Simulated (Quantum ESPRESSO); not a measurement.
A run of Quantum ESPRESSO 7.5 is set up as follows.

The input pw.in:

```
&CONTROL
  calculation = 'scf'
  prefix = 'pwscf'
  outdir = './tmp'
  pseudo_dir = './pseudo'
  tprnfor = .true.
  tstress = .true.
  disk_io = 'nowf'
/
&SYSTEM
  ibrav = 0
  nat = 1
  ntyp = 1
  ecutwfc = 60
  nbnd = 10
  occupations = 'smearing'
  smearing = 'fd'
  degauss = 0.00367493
/
&ELECTRONS
  conv_thr = 2d-10
  electron_maxstep = 120
  mixing_beta = 0.5
/
ATOMIC_SPECIES
Rb    85.4678 Rb_ONCV_PBE-1.0.oncvpsp.upf
CELL_PARAMETERS angstrom
  -0.0336890000    3.6804130000    3.6193510000
   3.5920670000   -0.0140660000    3.5997280000
   3.6034680000    3.6721910000   -0.0254670000
ATOMIC_POSITIONS crystal
Rb     0.0042250000    0.0048160000   -0.0086020000
K_POINTS automatic
6 6 6 0 0 0
```

Potentials or basis: SSSP 1.3 efficiency PBE.

Command:

```bash
$ OMP_NUM_THREADS=1 pw.x -in pw.in > pw.out
```

Task: What does it give for the band gap on the k mesh?

Result: None (metal or under the smearing width).

Task: What does it give for the pressure?

Result: -0.1 GPa.
